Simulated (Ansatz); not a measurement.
Crystal: Ta2N.

```
Ta N
1.0
     3.11286    0.00000    0.00000
    -1.55643    2.69582    0.00000
     0.00000    0.00000    4.86984
Ta N
2 1
Direct
  0.33333 0.66667 0.25471
  0.66667 0.33333 0.74529
  0.00000 0.00000 0.00000
```

The cell comes from a database or a generator and needn't be the stable form of this composition.

| Quantity | Value |
| --- | --- |
| Program | Ansatz 0.2.0 |
| Task | single point |
| Functional | PBE |
| Potentials or basis | Ansatz PAW |
| Cutoff | 420 eV (not typed: the program's choice for these potentials) |
| k mesh | 10 × 10 × 6 |
| Occupations | fermi-dirac, width 0.05 eV |
| Spin | no spin polarisation |

On this cell: pressure -1.3 GPa; largest force 0.018 eV/Å; band gap on the k mesh none (metal or under the smearing width).

The same run follows on a disturbed copy (atoms moved at random, drawn with an rms of 0.05 Å):

```
Ta N
1.0
     3.11286    0.00000    0.00000
    -1.55643    2.69582    0.00000
     0.00000    0.00000    4.86984
Ta N
2 1
Direct
  0.32460 0.65342 0.25129
  0.69069 0.34223 0.74321
  0.99834 0.00588 0.00396
```

**Question.** What changes?

**Answer.** The energy (extrapolated to zero smearing) moves by +10.1 meV/atom; pressure -0.6 GPa; largest force 0.772 eV/Å; band gap on the k mesh none (metal or under the smearing width).

Forces in eV/Å, atoms in the order of the input:
```
Ta  -0.052  0.367  0.325
Ta  -0.437  0.008  0.141
N    0.489 -0.374 -0.466
```

Stress tensor (GPa, compression positive):
```
-0.91  0.13  0.97
 0.13 -0.73  1.16
 0.97  1.16 -0.05
```
